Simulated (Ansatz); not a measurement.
# From the elastic tensor of ZrS2 at 35 GPa (stress–strain coefficients) to moduli and sound speeds

Computed with DFT LDA, scalar-relativistic, plane waves, PAW in Ansatz. Cutoff 420 eV, 18×18×8 k-points (Γ-centred), Fermi-Dirac smearing of 0.15 eV. No spin polarisation.

Symmetry: P-3m1, No. 164, trigonal system. The conventional cell has a = 3.195 Å, b = 3.195 Å, c = 5.061 Å, α = 90.00°, β = 90.00°, γ = 120.00°. Zr (site symmetry -3m) is surrounded by 6 S at 2.42 Å. S (site symmetry 3m) has 3 Zr at 2.42 Å and 3 S at 2.66 Å as nearest neighbours.

In a metal, frequencies and elastic constants depend on the k mesh and the smearing, soft modes and shear constants most. Other phases may be more stable at this pressure. A semilocal functional can close a gap that the real compound has.

Relaxed-ion constants (GPa, on the Cartesian axes of the calculation):
C11 = 236.0, C12 = 96.0, C13 = 138.7, C14 = -21.3, C22 = 236.0, C23 = 138.7, C24 = 21.3, C33 = 427.2, C44 = 71.8, C55 = 71.8, C56 = -21.3, C66 = 70.0 GPa; the others vanish.

Density 5.764 g/cm³; 3 atoms in 44.75 Å³.

The values that follow are for a polycrystal of randomly turned grains, by Hill's mean where one number stands.

* Bulk modulus, Voigt / Reuss / Hill: 182.9 / 163.6 / 173.2 GPa
* Shear modulus, Voigt / Reuss / Hill: 77.8 / 68.8 / 73.3 GPa
* Young's modulus: 193 GPa
* Poisson ratio: 0.315
* Pugh ratio B/G: 2.36
* Universal anisotropy index: 0.77
* Longitudinal and transverse sound speeds: 6857 and 3566 m/s
* Debye temperature from the mean sound speed: 483 K

Cost: 1 run of about 9.5 core-minutes, on Arm Neoverse V2 (shared hosts).

Under compression the elastic anisotropy usual for a layered disulfide is reversed: C33, at 427.2 GPa, far exceeds C11, at 236.0 GPa, and the constants imply that the crystal yields mainly within the layers, much less along c. The likely reason is the closed van der Waals gap. Sulfur atoms of facing layers are only 2.66 Å apart, too far for a normal S–S single bond but well inside van der Waals contact, so closed-shell repulsion, perhaps with some S–S p overlap, resists further approach. In-plane strain can instead be taken up partly by bending S–Zr–S angles. C44 and C66 are nearly equal, so the easy interlayer shear typical of such compounds is gone as well.

The tensor meets the elastic stability conditions for this trigonal cell, which doesn't exclude phonon instabilities at finite wavevector. The Pugh ratio of 2.36 would conventionally suggest ductility, but this isotropic average says nothing about cleavage or slip in a single crystal.
